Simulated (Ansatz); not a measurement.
**Structures of TaSi₃: which is lowest?**

Plane-wave DFT in Ansatz with scalar-relativistic PAW potentials, cutoff 420 eV, Γ-centred meshes chosen by cell and gap, Gaussian smearing with energies taken to zero width. Every cell was relaxed (cell and atoms) in a run of its own, within the symmetry of its start. Functional: PBEsol.

Relaxed structures (starts from databases or built by putting these elements on another compound's sites):
A. Pm-3m, 4 atoms in the computed cell, a = 3.856 Å; sites (symmetry × multiplicity) Ta m-3m × 1, Si 4/mm.m × 3; start: built
B. I4/mmm, 4 atoms in the computed cell, a = 3.718 Å, c = 8.273 Å; sites (symmetry × multiplicity) Ta 4/mmm × 2, Si -4m2 × 4 + 4/mmm × 2; start: built

Question: Rank them by energy. Could pressure change the order?

Answer:
| structure | group | E − E(lowest) (meV/atom) | V (Å³/atom) | gap on mesh (eV) |
| --- | --- | --- | --- | --- |
| B | I4/mmm | 0.0 | 14.29 | 0.00 |
| A | Pm-3m | 131 | 14.33 | 0.00 |

B is lowest, 131 meV/atom under A. The two lowest differ in volume by under 3 %, too little for a first-order estimate of what pressure does to that pair (other pairs aren't weighed here); with rigid cells even 3 % in favour of the higher one would need about 49 GPa. Other structures may lie lower than all of these, and vibrations aren't counted.

Spin-orbit coupling is left out, which matters for the bands of heavy elements.